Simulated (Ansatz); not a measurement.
Te:

```
Te
1.0
     4.45400    0.00000    0.00000
    -2.22700    3.85728    0.00000
     0.00000    0.00000    5.92400
Te
3
Direct
  0.73100 0.73100 0.00000
  0.00000 0.26900 0.66667
  0.26900 0.00000 0.33333
```

Base run:

| Property | Result |
| --- | --- |
| Program | Ansatz 0.2.0 |
| Functional | HSE06 form with a typed share of exact exchange |
| Potentials or basis | Ansatz PAW |
| Cutoff | 420 eV (not typed: the program's choice for these potentials) |
| k mesh | 4 × 4 × 3 |
| Occupations | fermi-dirac, width 0.05 eV |
| Spin | no spin polarisation |

Its results: band gap on the k mesh 0.80 eV, indirect (least direct gap 1.01 eV); pressure 1.6 GPa; largest force 0.137 eV/Å.

**Question.** The run is repeated on the same cell with these changes: share of exact exchange from 0 to 0.1. What comes out?

**Answer.** Band gap on the k mesh 0.97 eV, indirect (least direct gap 1.19 eV); pressure 0.9 GPa; largest force 0.037 eV/Å.

Caveats: odd divisions of the mesh miss points on the zone boundary, where band edges often lie, so the gap on the mesh can be too wide; spin-orbit coupling is left out, which moves the levels of the heavy elements; the PAW data sets were made with another functional, which shifts forces and pressure a little (some runs); the PAW data sets come from PBE, with cores solved anew for the run's functional, which leaves a small shift of forces and pressure (some runs); the thresholds are loose for stress (some runs).

A k mesh can miss the band edges.
